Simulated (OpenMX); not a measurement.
Crystal: HgTe.

```
Hg Te
1.0
    -3.04560    3.04560    1.55941
     3.04560   -3.04560    1.55941
     3.04560    3.04560   -1.55941
Hg Te
1 1
Direct
  0.75000 0.25000 0.50000
  0.00000 0.00000 0.00000
```

Measurements of this composition are mostly on another form, of space group No. 216.

Base run:

| Item | Value |
| --- | --- |
| Program | OpenMX 3.8.5 |
| Functional | PBE |
| Dispersion | D3 |
| Potentials or basis | OpenMX 2013 PBE set, Hg8.0-s3p2d2f1, Te7.0-s3p2d2f1, grid cutoff 500 Ry |
| k mesh | 7 × 7 × 7 |
| Occupations | fermi-dirac, width 0.05 eV |
| Spin | no spin polarisation |

Its results: band gap on the k mesh none (metal or under the smearing width); pressure 0.2 GPa.

Task: The run is repeated on the same cell with these changes: dispersion from D3 to D3(BJ). What comes out?

Result: Band gap on the k mesh none (metal or under the smearing width); pressure -0.7 GPa.

Caveats: the basis of atomic orbitals isn't converged, which shifts pressures, moduli and gaps; pairwise dispersion overbinds metals, which lowers pressure and volume.
